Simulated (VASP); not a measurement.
# Te2Pt in VASP: settings compared

One slab, Te2Pt, is run at these levels: r2SCAN+rVV10, PBE+D3(BJ); tasks: relaxation of cell and atoms.

Program: VASP 6.6.1. These are calculated values, not measurements. Logs are shortened: lines on timing, memory, paths and dates and some standing lists are left out, and cuts for length are marked.

## (1) Starting point

The cell holds a slab with vacuum, 3 atoms: a = 4.010 Å, b = 4.010 Å, c = 20.601 Å, α = 90.00°, β = 90.00°, γ = 120.00°.

## (2) Relaxation of cell and atoms, r2SCAN+rVV10

Contents of INCAR:

```
SYSTEM = Te2Pt
PREC = Accurate ; ENCUT = 600
EDIFF = 1E-6 ; ISMEAR = 0
SIGMA = 0.03 ; LREAL = .False.
LASPH = .True. ; NELM = 120
ALGO = Normal ; ISIF = 3
LWAVE = .False. ; LCHARG = .False.
METAGGA = R2SCAN ; LMIXTAU = .True.
LUSE_VDW = .True. ; IVDW_NL = 2
BPARAM = 11.95 ; CPARAM = 0.0093
IBRION = 2 ; NSW = 90
EDIFFG = -0.01 ; LATTICE_CONSTRAINTS = .TRUE. .TRUE. .FALSE.
```

Contents of KPOINTS:

```
regular mesh
0
Gamma
  9 9 1
  0 0 0
```

Contents of POSCAR:

```
Te2Pt
1.0
    4.0100000000      0.0000000000      0.0000000000
   -2.0050000000      3.4727618700      0.0000000000
    0.0000000000      0.0000000000     20.6005000000
Te Pt
2 1
Direct
    0.6666666700      0.3333333300      0.4368826000
    0.3333333300      0.6666666700      0.5631174000
    0.0000000000      0.0000000000      0.5000000000
```

Potentials or basis: VASP PAW PBE potentials, release 64 (Te, Pt).

Run with:

```
$ cat potpaw_PBE.64/Te/POTCAR potpaw_PBE.64/Pt/POTCAR > POTCAR
$ mpirun -np 1 vasp_std > vasp.out
```

OUTCAR:

```text
SYSTEM = Te2Pt
   PREC = Accurate
   ENCUT = 600
   EDIFF = 1E-6
   ISMEAR = 0
   LREAL = .False.
   LASPH = .True.
   NELM = 120
   ISIF = 3
   METAGGA = R2SCAN
   IVDW_NL = 2
   BPARAM = 11.95
   IBRION = 2
   NSW = 90
   EDIFFG = -0.01

 ion  position               nearest neighbor table
   1  0.667  0.333  0.437-   3 2.66   3 2.66   3 2.66   2 3.48   2 3.48   2 3.48
   2  0.333  0.667  0.563-   3 2.66   3 2.66   3 2.66   1 3.48   1 3.48   1 3.48
   3  0.000  0.000  0.500-   1 2.66   2 2.66   1 2.66   2 2.66   1 2.66   2 2.66

  LATTYP: Found a hexagonal cell.
 ALAT       =     4.0100000000
 C/A-ratio  =     5.1372817955

  Lattice vectors:

 A1 = (   4.0100000000,   0.0000000000,   0.0000000000)
 A2 = (  -2.0050000000,   3.4727618700,   0.0000000000)
 A3 = (   0.0000000000,   0.0000000000,  20.6005000000)

Analysis of symmetry for initial positions (statically):
=====================================================================
 Subroutine PRICEL returns:
 Original cell was already a primitive cell.

 Routine SETGRP: Setting up the symmetry group for a
 hexagonal supercell.

 Subroutine GETGRP returns: Found 12 space group operations
 (whereof 12 operations were pure point group operations)
 out of a pool of 24 trial point group operations.

The static configuration has the point symmetry D_3d.

Analysis of symmetry for dynamics (positions and initial velocities):
=====================================================================
 Subroutine PRICEL returns:
 Original cell was already a primitive cell.

 Routine SETGRP: Setting up the symmetry group for a
 hexagonal supercell.

 Subroutine GETGRP returns: Found 12 space group operations
 (whereof 12 operations were pure point group operations)
 out of a pool of 24 trial point group operations.

The dynamic configuration has the point symmetry D_3d.

 Subroutine INISYM returns: Found 12 space group operations
 (whereof 12 operations are pure point group operations),
 and found     1 'primitive' translations

----------------------------------------------------------------------------------------

                                     Primitive cell

  volume of cell :     286.8779

  direct lattice vectors                    reciprocal lattice vectors
     4.010000000  0.000000000  0.000000000     0.249376559  0.143977623  0.000000000
    -2.005000000  3.472761870  0.000000000     0.000000000  0.287955246  0.000000000
     0.000000000  0.000000000 20.600500000     0.000000000  0.000000000  0.048542511

  length of vectors
[... 69 lines left out ...]
   ENCUT  =  600.0 eV  44.10 Ry    6.64 a.u.   8.01  8.01 41.14*2*pi/ulx,y,z
   NELM   =    120;   NELMIN=  2; NELMDL= -5     # of ELM steps
   EDIFF  = 0.1E-05   stopping-criterion for ELM
   LREAL  =      F    real-space projection
   EDIFFG = -.1E-01   stopping-criterion for IOM
   NSW    =     90    number of steps for IOM
   IBRION =      2    ionic relax: 0-MD 1-quasi-New 2-CG
   NFREE  =      1    steps in history (QN), initial steepest desc. (CG)
   ISIF   =      3    stress and relaxation
   ISYM   =      2    0-nonsym 1-usesym 2-fastsym
   POTIM  = 0.5000    time-step for ionic-motion
   TEBEG  =    0.0;   TEEND  =   0.0 temperature during run
   PSTRESS=    0.0 pullay stress
   NELECT =      22.0000    total number of electrons
   NUPDOWN=      -1.0000    fix difference up-down
   EMIN   =  10.00;   EMAX   =-10.00  energy-range for DOS
   EFERMI =   0.00;   METHOD = LEGACY
   ISMEAR =     0;   SIGMA  =   0.03  broadening in eV -4-tet -1-fermi 0-gaus
   EFERMI_NEDOS =   21; number of points for ismear=-14 and -15
   IALGO  =     38    algorithm
   IMIX   =      4    mixing-type and parameters
     AMIX     =   0.40;   BMIX     =  1.00
     AMIX_MAG =   1.60;   BMIX_MAG =  1.00
  volume/ion in A,a.u.               =      95.63       645.32
  Fermi-wavevector in a.u.,A,eV,Ry     =   0.695531  1.314364  6.582006  0.483764
  Thomas-Fermi vector in A             =   1.778330
   LORBIT       =      0    0 simple, 1 ext, 2 COOP (PROOUT), +10 PAW based schemes
   METAGGA = R2SCAN    functional components
   LHFCALC =     F    Hartree Fock is set to
   AEXX    =    0.0000 exact exchange contribution
   IVDW_NL    =     2    kernel type
   BPARAM     =11.9500
   IVDW    =     0    specifies the selected vdW correction
   LEPSILON=     F    determine dielectric tensor
   LRPA    =     F    only Hartree local field effects (RPA)
 conjugate gradient relaxation of ions
 non-spin polarized calculation
 Gauss-broadening in eV      SIGMA  =   0.03
  energy-cutoff  :      600.00
  volume of cell :      286.88
 maximum number of plane-waves:      9624
   NGX = 17   NGY = 17   NGZ = 83

--------------------------------------- Ionic step        1  -------------------------------------------

 number of electron      22.0000000 magnetization

 Free energy of the ion-electron system (eV)
  ---------------------------------------------------
  ext. energy  EPLUGINS =         0.00000000
  ---------------------------------------------------
  free energy    TOTEN  =      -102.69351248 eV

  energy without entropy =     -102.69351248  energy(sigma->0) =     -102.69351248

------------------------ aborting loop because EDIFF is reached ----------------------------------------

  FORCE on cell =-STRESS in cart. coord.  units (eV):
  Direction    XX          YY          ZZ          XY          YZ          ZX
  --------------------------------------------------------------------------------------
  -------------------------------------------------------------------------------------
  Total        1.1082359      1.1082359      2.6386609      0.0000000     -0.0000000      0.0000000
  in kB        6.1893587      6.1893587     14.7365910      0.0000000     -0.0000000      0.0000000
  external PRESSURE =       9.0384362 kB  Pullay stress =       0.0000000 kB
[... 246 lines left out ...]
--------------------------------------- Ionic step        8  -------------------------------------------

 number of electron      21.9999999 magnetization

 Free energy of the ion-electron system (eV)
  ---------------------------------------------------
  ext. energy  EPLUGINS =         0.00000000
  ---------------------------------------------------
  free energy    TOTEN  =      -102.78733596 eV

  energy without entropy =     -102.78733596  energy(sigma->0) =     -102.78733596

 E-fermi :  -1.3527     XC(G=0):  -3.4920

 val. band max:       -1.5027534836   @ k =   0.0000   0.0000   0.0000
 cond. band min:      -0.7017590715   @ k =   0.2222   0.2222   0.0000
 fundamental gap:      0.8009944121
 Fermi energy:        -1.3527300909

 k-point     1 :       0.0000    0.0000    0.0000
  band No.  band energies     occupation
      1     -15.0011      2.00000
      2     -12.8900      2.00000
      3      -7.0124      2.00000
      4      -6.9124      2.00000
      5      -6.9124      2.00000
      6      -5.1483      2.00000
      7      -5.1483      2.00000
      8      -3.6445      2.00000
      9      -2.3117      2.00000
     10      -1.5028      2.00000
     11      -1.5028      2.00000
     12       1.0283      0.00000
     13       1.0283      0.00000
     14       2.8272      0.00000
[... 227 lines left out ...]
  FREE ENERGIE OF THE ION-ELECTRON SYSTEM (eV)
  ---------------------------------------------------
  free  energy   TOTEN  =      -102.7873359550 eV

  energy  without entropy=     -102.7873359550  energy(sigma->0) =     -102.78733596

 reached required accuracy - stopping structural energy minimisation
```

CONTCAR:

```text
Te2Pt
   1.00000000000000
     3.9622879884678102   -0.0000000000000000    0.0000000000000000
    -1.9811439942339051    3.4314420559163747    0.0000000000000000
     0.0000000000000000    0.0000000000000000   20.6005000000000003
  Te              Pt
     2     1
Direct
     0.6666666699999979    0.3333333300000021    0.4317235541777624
     0.3333333300000021    0.6666666699999979    0.5682764458222377
     0.0000000000000000    0.0000000000000000    0.5000000000000000

  0.00000000E+00  0.00000000E+00  0.00000000E+00
  0.00000000E+00  0.00000000E+00  0.00000000E+00
  0.00000000E+00  0.00000000E+00  0.00000000E+00
```

It took 2.3 h on 1 thread of Intel Xeon Platinum 8488C (Sapphire Rapids), shared host; peak memory 1.2 GiB.

Results:

```
Free energy                            : -102.7873 eV
Relaxed volume                         : 93.36 Å³/atom
Relaxed cell                           : a = 3.962 Å, b = 3.962 Å, c = 20.601 Å, α = 90.00°, β = 90.00°, γ = 120.00°
Space group after relaxing (to 0.05 Å) : P-3m1 (No. 164)
Energy gained by relaxing              : 31.3 meV/atom
Ionic steps                            : 8
Band gap on the k mesh                 : 0.80 eV, indirect (least direct gap 1.34 eV)
```

The path:
| step | energy change (eV) | largest force (eV/Å) | pressure (GPa) | volume (Å³) |
| --- | --- | --- | --- | --- |
| 1 | 0.0000 | 1.0190 | 0.90 | 286.88 |
| 2 | -0.0228 | 0.0034 | -0.86 | 297.19 |
| 3 | -0.0402 | 0.3840 | -0.20 | 292.97 |
| 4 | -0.0766 | 0.2212 | -0.11 | 287.28 |
| 5 | -0.0937 | 0.0268 | 0.01 | 280.44 |
| 6 | -0.0938 | 0.0136 | 0.02 | 279.98 |
| 7 | -0.0938 | 0.0206 | -0.04 | 280.31 |
| 8 | -0.0938 | 0.0018 | 0.00 | 280.09 |

Final structure:
```yaml
crystal:
  lattice:
    - [3.96229, 0.00000, 0.00000]
    - [-1.98114, 3.43144, 0.00000]
    - [0.00000, 0.00000, 20.60050]
  atoms:
    - { symbol: Te, position: [0.66667, 0.33333, 0.43172] }
    - { symbol: Te, position: [0.33333, 0.66667, 0.56828] }
    - { symbol: Pt, position: [0.00000, 0.00000, 0.50000] }
```

Levels at points of the mesh, in eV from the valence-band top:
| k point | band 9 | band 10 | band 11 | band 12 | band 13 | band 14 |
| --- | --- | --- | --- | --- | --- | --- |
| (0.00, 0.00, 0.00) | -0.81 | 0.00 | 0.00 | 2.53 | 2.53 | 4.33 |

Caveat: the PAW data sets were made with another functional, which shifts forces and pressure a little; spin-orbit coupling is left out, which moves the levels of the heavy elements. r2SCAN opens gaps a little over a GGA but as a rule still falls short of measured ones.

## (3) Relaxation of cell and atoms, r2SCAN+rVV10

This run uses another cell than the first one, of 93.36 Å³/atom, 0.976 times its volume.

INCAR, as its differences from that of step 2:

```diff
@@ -2,3 +2,3 @@
 PREC = Accurate ; ENCUT = 600
-EDIFF = 1E-6 ; ISMEAR = 0
+EDIFF = 1E-7 ; ISMEAR = 0
 SIGMA = 0.03 ; LREAL = .False.
@@ -11,2 +11,2 @@
 IBRION = 2 ; NSW = 90
-EDIFFG = -0.01 ; LATTICE_CONSTRAINTS = .TRUE. .TRUE. .FALSE.
+EDIFFG = -0.005 ; LATTICE_CONSTRAINTS = .TRUE. .TRUE. .FALSE.
```

KPOINTS is that of step 2.

Contents of POSCAR:

```
Te2Pt                                   
1.0
    3.9622879885     -0.0000000000      0.0000000000
   -1.9811439942      3.4314420559      0.0000000000
    0.0000000000      0.0000000000     20.6005000000
  Te              Pt            
     2     1
Direct
     0.6666666699999979    0.3333333300000021    0.4317235541777624
     0.3333333300000021    0.6666666699999979    0.5682764458222377
     0.0000000000000000    0.0000000000000000    0.5000000000000000
```

Potentials or basis: VASP PAW PBE potentials, release 64 (Te, Pt).

Run with:

```
$ cat potpaw_PBE.64/Te/POTCAR potpaw_PBE.64/Pt/POTCAR > POTCAR
$ mpirun -np 1 vasp_std > vasp.out
```

Wall time 50 min (1 thread of Intel Xeon Platinum 8488C (Sapphire Rapids), shared host); peak memory 1.1 GiB.

It converged, with:

| Property | Result |
| --- | --- |
| Free energy | -102.7872 eV |
| Band gap on the k mesh | 0.80 eV, indirect (least direct gap 1.34 eV) |

Final structure:
```
Te Pt
1.0
     3.96229    0.00000    0.00000
    -1.98114    3.43144    0.00000
     0.00000    0.00000   20.60050
Te Pt
2 1
Cartesian
  1.9811 1.1438 8.8937
  0.0000 2.2876 11.7068
  0.0000 0.0000 10.3003
```

Levels at points of the mesh, in eV from the valence-band top:
```csv
k point,band 7,band 8,band 9,band 10,band 11,band 12,band 13,band 14,band 15
"(0.00, 0.00, 0.00)",-3.65,-2.14,-0.81,0.00,0.00,2.53,2.53,4.33,4.50
```

Caveat: the relaxation stopped at its first step, so nothing moved; the PAW data sets were made with another functional, which shifts forces and pressure a little; spin-orbit coupling is left out, which moves the levels of the heavy elements. r2SCAN opens gaps a little over a GGA but as a rule still falls short of measured ones.

## (4) Relaxation of cell and atoms, PBE+D3(BJ)

Contents of INCAR:

```
ALGO     = Normal         # electronic algorithm
EDIFF    = 1E-6           # SCF threshold, eV
EDIFFG   = -0.01          # ionic threshold
ENCUT    = 600            # plane-wave cutoff, eV
GGA      = PE             # functional
IBRION   = 2              # ionic algorithm
ISIF     = 3              # what is computed and relaxed
ISMEAR   = 0              # smearing method
IVDW     = 12             # dispersion correction
KPAR     = 4            
LASPH    = T              # aspherical terms in the spheres
LATTICE_CONSTRAINTS= .TRUE. .TRUE. .FALSE.
LCHARG   = F              # write CHGCAR
LREAL    = F              # projectors in reciprocal space
LWAVE    = F              # write WAVECAR
NELM     = 80             # most SCF steps
NSW      = 90             # ionic steps
PREC     = Accurate       # precision mode
SIGMA    = 0.03           # smearing width, eV
```

Contents of KPOINTS:

```
k-points
0
Gamma
  9 9 1
```

Contents of POSCAR:

```
Te2Pt
1.0
    4.0100000000      0.0000000000      0.0000000000
   -2.0050000000      3.4727618700      0.0000000000
    0.0000000000      0.0000000000     20.6005000000
Te Pt
2 1
Direct
    0.6666666700      0.3333333300      0.4368826000
    0.3333333300      0.6666666700      0.5631174000
    0.0000000000      0.0000000000      0.5000000000
```

Run with:

```
$ cat potpaw_PBE.64/Te/POTCAR potpaw_PBE.64/Pt/POTCAR > POTCAR
$ mpirun -np 4 vasp_std > vasp.out
```

It took 2.2 min on 4 MPI ranks of Intel Xeon Platinum 8488C (Sapphire Rapids), shared host; peak memory 0.51 GiB.

The run converged. Its results:

| Quantity | Value |
| --- | --- |
| Free energy | -14.5152 eV |
| Relaxed volume | 93.77 Å³/atom |
| Relaxed cell | a = 3.971 Å, b = 3.971 Å, c = 20.601 Å, α = 90.00°, β = 90.00°, γ = 120.00° |
| Space group after relaxing (to 0.05 Å) | P-3m1 (No. 164) |
| Energy gained by relaxing | 31.2 meV/atom |
| Ionic steps | 8 |
| Band gap on the k mesh | 0.67 eV, indirect (least direct gap 1.16 eV) |
| Dispersion energy per atom | -0.346 eV |

Step by step:
| step | energy change (eV) | largest force (eV/Å) | pressure (GPa) | volume (Å³) |
| --- | --- | --- | --- | --- |
| 1 | 0.0000 | 1.0220 | 1.04 | 286.88 |
| 2 | -0.0122 | 0.0975 | -0.97 | 300.62 |
| 3 | -0.0436 | 0.3885 | -0.11 | 294.11 |
| 4 | -0.0711 | 0.2627 | -0.08 | 289.81 |
| 5 | -0.0936 | 0.0042 | 0.02 | 280.94 |
| 6 | -0.0936 | 0.0117 | 0.02 | 281.20 |
| 7 | -0.0936 | 0.0191 | -0.04 | 281.57 |
| 8 | -0.0936 | 0.0015 | 0.00 | 281.32 |

Final structure:
```
Te Pt
1.0
     3.97097    0.00000    0.00000
    -1.98549    3.43896    0.00000
     0.00000    0.00000   20.60050
Te Pt
2 1
Cartesian
  1.9855 1.1463 8.8928
  0.0000 2.2926 11.7077
  0.0000 0.0000 10.3003
```

Levels at points of the mesh, in eV from the valence-band top:
```tsv
k point	band 8	band 9	band 10	band 11	band 12	band 13	band 14	band 15
(0.00, 0.00, 0.00)	-2.05	-0.81	0.00	0.00	2.35	2.35	3.74	4.02
```

Caveat: spin-orbit coupling is left out, which moves the levels of the heavy elements.
